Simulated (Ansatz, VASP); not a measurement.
Two plane-wave programs on KCl

The input POSCAR:

```
KCl
1.0
    3.7708085932      0.0000000000      0.0000000000
    0.0000000000      3.7708085932      0.0000000000
    0.0000000000      0.0000000000      3.7708085932
K Cl
1 1
Direct
    0.0000000000      0.0000000000      0.0000000000
    0.5000000000      0.5000000000      0.5000000000
```

INCAR.step1

```
PREC = Accurate
ENCUT = 520
ISMEAR = 1
SIGMA = 0.5
LREAL = False
LASPH = True
NELM = 100
NBANDS = 15
GGA = PE
ALGO = Normal
EDIFF = 1E-4
LWAVE = True
LCHARG = False
```

INCAR.step2

```
PREC = Accurate
ENCUT = 520
EDIFF = 1E-7
ISMEAR = 1
SIGMA = 0.5
LREAL = False
LASPH = True
NELM = 100
ALGO = Normal
ISIF = 2
LWAVE = False
LCHARG = False
METAGGA = R2SCAN
LMIXTAU = True
NBANDS = 15
ISTART = 1
```

Contents of KPOINTS:

```
regular mesh
0
Gamma
  6 6 6
```

Input for Ansatz:

```yaml
crystal:
  lattice:
    - [3.7708085932, 0.0, 0.0]
    - [0.0, 3.7708085932, 0.0]
    - [0.0, 0.0, 3.7708085932]
  atoms:
    - { symbol: K, position: [0.0, 0.0, 0.0] }
    - { symbol: Cl, position: [0.5, 0.5, 0.5] }
kpoints:
  mp_grid: { grid: [6, 6, 6] }
hamiltonian:
  xc: r2scan
scf:
  occupations: { method: cold, width: 0.5 }
  n_extra_bands: 4
output:
  forces: true
  stress: true
  eigenvalues: true
```

Alike in both runs: task single point; functional r2SCAN; k mesh 6 × 6 × 6; no spin polarisation.

|  | VASP | Ansatz |
| --- | --- | --- |
| version | VASP 6.6.1 | Ansatz 0.2.0 |
| potentials or method | VASP PAW PBE potentials, release 64 (K_sv, Cl) | plane waves |
| plane-wave cutoff (eV) | 520 | 500 |
| occupations | methfessel-paxton of order 1, width 0.5 eV | cold, width 0.5 eV |
| valence electrons in the cell | 16 | 16 |

|  | VASP | Ansatz | Ansatz less VASP |
| --- | --- | --- | --- |
| gap on the k mesh at the Fermi level (eV) | 5.82 | 5.80 | -0.013 |
| pressure (GPa) | -0.2 | 0.0 | +0.16 |

Caveats: the PAW data sets were made with another functional, which shifts forces and pressure a little (VASP). r2SCAN opens gaps a little over a GGA but as a rule still falls short of measured ones. A k mesh can miss the band edges.
